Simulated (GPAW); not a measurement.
The system is Os.

```xyz
2
Lattice="2.7341 0.0000 0.0000 -1.3671 2.3678 0.0000 0.0000 0.0000 4.3197" Properties=species:S:1:pos:R:3 pbc="T T T"
Os    1.3671    0.7893    3.2398
Os    0.0000    1.5785    1.0799
```

```yaml
Program: GPAW 26.7.0
Task: relaxation of cell and atoms
Functional: M06-L
Potentials_or_basis: GPAW PAW data sets (gpaw-data 1.2.1)
Cutoff: 600 eV
Basis: pw
k_mesh: 8 × 8 × 5
Occupations: fermi-dirac, width 0.05 eV
Spin: no spin polarisation
```

At the start: pressure -8.6 GPa; volume 13.98 Å³/atom.

Problem. Where does the relaxation end?

Solution. Over 5 steps the energy falls by 7.2 meV/atom and the volume is 13.74 Å³/atom (-1.7 %); space group P6_3/mmc (No. 194, to 0.05 Å).

The path:
| step | energy change (eV) | largest force (eV/Å) | pressure (GPa) | volume (Å³) |
| --- | --- | --- | --- | --- |
| 1 | 0.0000 | 0.0001 | -8.60 | 27.96 |
| 2 | -0.0137 | 0.0000 | -0.51 | 27.52 |
| 3 | -0.0142 | 0.0000 | 0.18 | 27.48 |
| 4 | -0.0144 | 0.0000 | 0.14 | 27.48 |
| 5 | -0.0144 | 0.0000 | 0.02 | 27.49 |

Final structure:
```xyz
2
Lattice="2.7127 0.0000 0.0000 -1.3563 2.3492 0.0000 0.0000 0.0000 4.3132" Properties=species:S:1:pos:R:3 pbc="T T T"
Os    1.3563    0.7831    3.2349
Os    0.0000    1.5662    1.0783
```

Caveat: later steps reuse the first step's grids; the PAW data sets were made with another functional, which shifts forces and pressure a little.
